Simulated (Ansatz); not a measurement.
Level of theory: DFT PBE, scalar-relativistic, plane waves, PAW (Ansatz). Settings: cutoff 420 eV, Γ-centred meshes spaced at most about 0.3 Å⁻¹, and about 0.25 Å⁻¹ or finer for metals (2π included), Gaussian smearing. No spin polarisation.

These are static total energies at zero pressure.

Two forms of SbSe5 were relaxed alike.

A.

```xyz
6
Lattice="3.8262 0.0000 0.0000 -1.9131 3.3136 0.0000 0.0000 0.0000 13.2766" Properties=species:S:1:pos:R:3 pbc="T T T"
Sb    0.0000    0.0000    0.0000
Se    0.0000    2.2091    1.7003
Se    1.9131    1.1045   11.5763
Se    0.0000    2.2091    8.1776
Se    0.0000    0.0000    6.6383
Se    1.9131    1.1045    5.0990
```

B.

```xyz
6
Lattice="3.7454 2.1624 3.6286 -3.7454 2.1624 3.6286 0.0000 -4.3248 3.6286" Properties=species:S:1:pos:R:3 pbc="T T T"
Sb    0.0000    0.0000    5.4429
Se    0.0000    2.1624    3.6286
Se   -1.8727   -1.0812    3.6286
Se    1.8727   -1.0812    3.6286
Se    0.0000    0.0000    2.1340
Se    0.0000    0.0000    8.7518
```

Task: Which is lower in energy, and by how much?

Result: A is lower, by 94 meV/atom. A has space group P-3m1 (No. 164), 28.1 Å³/atom and no gap on its mesh; B has space group R-3m (No. 166), 29.4 Å³/atom and no gap. Counting Se atoms around Sb (those within 1.25 times the shortest such distance or 1.15 times the sum of covalent radii; a plus sign parts nearer from farther groups), A has Sb 6 and B has Sb 6+2. B holds Se–Se nets (shortest 2.63 Å); in A the shortest Se–Se distance is 2.69 Å, near bonding range too. In A, Sb is surrounded by 6 Se at 2.79 Å; Se on a site of symmetry 3m is surrounded by 3 Sb at 2.79 Å; Se on a second site of symmetry 3m is surrounded by 3 Se at 2.69 Å; 1 more site not described. In B, around Sb lie 6 Se at 2.82 Å and 2 Se at 3.31 Å; Se on a site of symmetry 2/m has 2 Se at 2.63 Å and 2 Sb at 2.82 Å; around Se on a site of symmetry 3m lie 3 Se at 2.63 Å and 1 Sb at 3.31 Å. Both come from invented guesses.

Weakly bound directions are ill-defined at this level, which has no dispersion term (P-3m1), and this can change margins and order among such cells. These runs have no spin–orbit coupling, which can matter for Sb. In P-3m1, R-3m an odd number of electrons in the primitive cell allows no gap without spin; a larger cell or a magnetic state could open one. Cells relaxed within their symmetry can be saddle points.
